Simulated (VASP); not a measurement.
Set up this calculation in VASP 6.6.1, as the native input.

```
Task                   : dielectric tensor
Functional             : PBEsol
Potentials or basis    : VASP PAW PBE potentials, release 64 (Al, N)
Cutoff                 : 520 eV
k mesh                 : 9 × 9 × 6
Occupations            : gaussian, width 0.02 eV
Spin                   : no spin polarisation
Further INCAR settings : ALGO = Fast; EDIFF = 1e-08
```

The structure of AlN lies in POSCAR:

```
AlN
1.0
    3.1130000000      0.0000000000      0.0000000000
   -1.5565000000      2.6959370820      0.0000000000
    0.0000000000      0.0000000000      4.9810000000
Al N
2 2
Direct
    0.3333333333      0.6666666667      0.0000000000
    0.6666666667      0.3333333333      0.5000000000
    0.3333333333      0.6666666667      0.3800000000
    0.6666666667      0.3333333333      0.8800000000
```

These files were run (other wordings do the same):

INCAR

```
PREC = Accurate
ENCUT = 520
EDIFF = 1E-8
ISMEAR = 0
SIGMA = 0.02
LREAL = F
LASPH = T
NELM = 100
ALGO = Fast
ISIF = 2
LWAVE = F
LCHARG = F
GGA = PS
LEPSILON = T
```

KPOINTS

```
Automatic mesh
0
Gamma
  9 9 6
```

Potentials or basis: VASP PAW PBE potentials, release 64 (Al, N).

Run with:

```sh
$ cat potpaw_PBE.64/Al/POTCAR potpaw_PBE.64/N/POTCAR > POTCAR
$ mpirun -np 1 vasp_std > vasp.out
```

Results of the run:

```json
{"Band gap on the k mesh": "4.15 eV, direct", "Electronic dielectric tensor (diagonal)": "4.50, 4.50, 4.70", "Born charges (mean of the diagonal)": "Al +2.57; N -2.57 e"}
```

Caveat: an odd mesh through Γ misses points on the zone boundary, where band edges often lie.

Run time: 2.8 min on 1 thread of Intel(R) Xeon(R) Platinum 8375C CPU @ 2.90GHz (Ice Lake) (shared host), peak memory 0.29 GiB.
